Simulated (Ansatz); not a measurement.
The system is CdF2.

```
CELL_PARAMETERS angstrom
0.00000 2.69400 2.69400
2.69400 0.00000 2.69400
2.69400 2.69400 0.00000
ATOMIC_POSITIONS crystal
Cd 0.00000 0.00000 0.00000
F 0.75000 0.75000 0.75000
F 0.25000 0.25000 0.25000
```

Base run:

| Quantity | Value |
| --- | --- |
| Program | Ansatz 0.2.0 |
| Functional | LDA |
| Potentials or basis | Ansatz PAW |
| Cutoff | 420 eV (not typed: the program's choice for these potentials) |
| k mesh | 9 × 9 × 9 |
| Occupations | fermi-dirac, width 0.05 eV |
| Spin | no spin polarisation |

Its results: band gap on the k mesh 2.84 eV, indirect (least direct gap 3.29 eV); pressure -5.7 GPa.

**Question.** The run is repeated on the same cell with these changes: functional from LDA to PBEsol. What comes out?

**Answer.** Band gap on the k mesh 2.96 eV, indirect (least direct gap 3.42 eV); pressure -0.2 GPa.

PBEsol binds less tightly than LDA, so the same cell stands under more pressure.

Caveats: the PAW data sets come from PBE, with cores solved anew for the run's functional, which leaves a small shift of forces and pressure.
